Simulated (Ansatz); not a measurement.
BaTiO3:

```xyz
10
Lattice="-0.0916 0.0228 -3.9624 3.8809 4.1318 0.0685 3.9232 -4.1741 0.1139" Properties=species:S:1:pos:R:3 pbc="T T T"
Ba   -0.0891    0.0216   -3.9524
Ba    3.8099   -0.0081   -3.8705
Ti    5.8057   -2.0917   -1.8364
Ti    5.7813    2.0621   -1.8706
O     5.7605   -2.0831   -3.8105
O     5.8496    2.0349    0.1179
O     1.9215   -0.0035   -1.9120
O     5.8095   -0.0035   -1.8420
O     3.8686   -2.0813   -1.8916
O     3.8553    2.0567   -1.9035
```

Base run:

```yaml
Program: Ansatz 0.2.0
Functional: PBEsol
Potentials_or_basis: Ansatz PAW
Cutoff: "420 eV (not typed: the program's choice for these potentials)"
k_mesh: 7 × 5 × 5
Occupations: fermi-dirac, width 0.05 eV
Spin: no spin polarisation
```

Its results: band gap on the k mesh 1.58 eV; pressure -3.4 GPa; largest force 0.253 eV/Å.

The run is repeated on the same cell with these changes: functional from PBEsol to PBE; k mesh from 7 × 5 × 5 to 3 × 2 × 2. What comes out?

Band gap on the k mesh 1.57 eV; pressure 3.3 GPa; largest force 0.277 eV/Å.

Several settings changed at once, so the effect can't be laid on one alone.

Caveats: some runs use coarse meshes; spin-orbit coupling is left out, which moves the levels of the heavy elements; the k mesh misses the band edges, so the gap on the mesh is wider than the one along the path (some runs); the PAW data sets come from PBE, with cores solved anew for the run's functional, which leaves a small shift of forces and pressure (some runs); odd divisions of the mesh miss points on the zone boundary, where band edges often lie, so the gap on the mesh can be too wide (some runs).
